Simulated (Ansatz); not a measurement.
This geometry of a periodic cell of 28 atoms, Cu (surface Cu(100), adsorbate Cu) is a first-order saddle point. Atoms 1 to 9 are held.

Method: DFT LDA, scalar-relativistic, plane waves, PAW (Ansatz 0.2.0). Settings: cutoff 420 eV, k mesh 3x3x1, gaussian smearing 0.1 eV, no spin polarisation.

```xyz
28
Lattice="7.4670 0.0000 0.0000 0.0000 7.4670 0.0000 0.0000 0.0000 15.5200" Properties=species:S:1:pos:R:3
Cu 0.000 0.000 6.000
Cu 2.489 0.000 6.000
Cu 4.978 0.000 6.000
Cu 0.000 2.489 6.000
Cu 2.489 2.489 6.000
Cu 4.978 2.489 6.000
Cu 0.000 4.978 6.000
Cu 2.489 4.978 6.000
Cu 4.978 4.978 6.000
Cu 1.239 1.245 7.692
Cu 3.739 1.245 7.692
Cu 6.223 1.245 7.735
Cu 1.236 3.731 7.689
Cu 3.742 3.731 7.689
Cu 6.223 3.721 7.723
Cu 1.236 6.225 7.689
Cu 3.742 6.225 7.689
Cu 6.223 6.235 7.723
Cu 0.022 0.011 9.459
Cu 2.489 -0.063 9.375
Cu 4.956 0.011 9.459
Cu 0.022 2.478 9.459
Cu 2.489 2.552 9.375
Cu 4.956 2.478 9.459
Cu 0.008 4.978 9.400
Cu 2.489 4.978 9.402
Cu 4.970 4.978 9.400
Cu 2.489 1.245 11.194
```

Question: Which two structures does it join? (They come from a converged band through this point; their orientation in space is the band's.)

Answer: Contacts lost: Cu19–Cu28, Cu22–Cu28. Contacts made: Cu21–Cu28, Cu24–Cu28. The atom that moves furthest is Cu28, by 2.49 Å.

Initial state:

```xyz
28
Lattice="7.4670 0.0000 0.0000 0.0000 7.4670 0.0000 0.0000 0.0000 15.5200" Properties=species:S:1:pos:R:3
Cu 0.000 0.000 6.000
Cu 2.489 0.000 6.000
Cu 4.978 0.000 6.000
Cu 0.000 2.489 6.000
Cu 2.489 2.489 6.000
Cu 4.978 2.489 6.000
Cu 0.000 4.978 6.000
Cu 2.489 4.978 6.000
Cu 4.978 4.978 6.000
Cu 1.245 1.245 7.709
Cu 3.727 1.245 7.705
Cu 6.229 1.245 7.705
Cu 1.245 3.727 7.705
Cu 3.730 3.730 7.703
Cu 6.226 3.730 7.704
Cu 1.245 6.229 7.705
Cu 3.730 6.226 7.703
Cu 6.226 6.226 7.704
Cu -0.026 -0.026 9.445
Cu 2.515 -0.026 9.445
Cu 4.978 0.005 9.414
Cu -0.026 2.515 9.445
Cu 2.515 2.515 9.445
Cu 4.978 2.484 9.414
Cu 0.006 4.978 9.414
Cu 2.484 4.978 9.414
Cu 4.978 4.978 9.395
Cu 1.245 1.245 10.938
```

Final state:

Only the atoms that move by more than 0.05 Å are listed.
```
Cu19 0.000 0.005 9.414
Cu20 2.463 -0.026 9.445
Cu21 5.004 -0.026 9.445
Cu22 0.000 2.484 9.414
Cu23 2.463 2.515 9.445
Cu24 5.004 2.515 9.445
Cu28 3.734 1.245 10.938
```

Question: How far does it lie above each of them?

Answer: 0.70 eV above the first and 0.70 eV above the second. This is the barrier of this one path; another mechanism may lie lower. Limits of this set-up: thin slab, slab without dipole correction.

The run took 8.5 min on 8 threads of AMD EPYC 9R45 96-Core Processor (Zen 5) (shared host), peak memory 11 GiB.
